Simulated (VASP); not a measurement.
A run of VASP 6.6.1 is set up as follows.

INCAR

```
ALGO = Normal ; EDIFF = 1E-6
ENCUT = 520 ; GGA = PS
ISIF = 2 ; ISMEAR = 0
ISYM = 0 ; LASPH = True
LCHARG = True ; LELF = True
LREAL = False ; LVHAR = True
LWAVE = False ; NBANDS = 16
NELM = 100 ; PREC = Accurate
SIGMA = 0.1
```

File KPOINTS:

```
k-points
0
Gamma
  8 6 16
```

Contents of POSCAR:

```
InAs
1.0
    4.3044884338      0.0000000000      0.0000000000
    0.0000000000      6.0874659222      0.0000000000
    2.1522442169     -3.0437329611      2.1522442169
In As
1 1
Direct
    0.0000000000      0.0000000000      0.0000000000
    0.5000000000      0.7500000000      0.0000000000
```

Potentials or basis: VASP PAW PBE potentials, release 64 (In_d, As).

Launch:

```console
$ cat potpaw_PBE.64/In_d/POTCAR potpaw_PBE.64/As/POTCAR > POTCAR
$ mpirun -np 1 vasp_std > vasp.out
```

Question: What does it give for the pressure?

Answer: 0.1 GPa.

Question: Estimate the band gap on the k mesh.

Answer: Zero (filled and empty bands touch).

Caveat: semilocal functionals underestimate gaps, and a narrow one can read as zero; the PAW data sets were made with another functional, which shifts forces and pressure a little; spin-orbit coupling is left out, which moves the levels of the heavy elements.

**Experimental background.**

From a printed reference work, data compilation, for a bulk crystal of InAs at 4.2 K: band gap 0.418 eV (direct).

A measured gap of InAs is 0.418 eV (direct; 4.2 K; a printed reference work, data compilation); the calculated 0.00 eV misses it by -0.42 eV. Spin-orbit coupling on As, In is left out. The value is that of PBEsol on a finite k mesh, which can miss the band edges, without temperature or zero-point motion. Semilocal functionals fall short of measured gaps as a rule.
